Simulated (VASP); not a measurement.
# Sb: single point with PBEsol

The system is Sb.

```
CELL_PARAMETERS angstrom
3.06335 0.00000 0.00000
0.00000 3.06335 0.00000
0.00000 0.00000 3.06335
ATOMIC_POSITIONS crystal
Sb 0.00000 0.00000 0.00000
```

This isn't the form of Sb at room conditions, which is rhombohedral.

```
Program             : VASP 6.6.1
Task                : single point
Functional          : PBEsol
Potentials or basis : VASP PAW PBE potentials, release 64 (Sb)
Cutoff              : 520 eV
k mesh              : 14 × 14 × 14
Occupations         : gaussian, width 0.1 eV
Spin                : non-collinear spin, zero start, spin-orbit coupling
Starting moments    : [[0.0, 0.0, 0.0]] μB
```

- Pressure: 0.2 GPa
- Net moment: 0.00 μB per cell
- Valence electrons inside the program's atomic spheres: Sb 2.39

Moments on the atoms (μB; x, y, z):
```
Sb  0.00 0.00 0.00
```

Run time: 45 s on 1 thread of Intel(R) Xeon(R) Platinum 8488C (Sapphire Rapids), on a shared host, peak memory 0.22 GiB.

Caveat: the PAW data sets were made with another functional, which shifts forces and pressure a little.
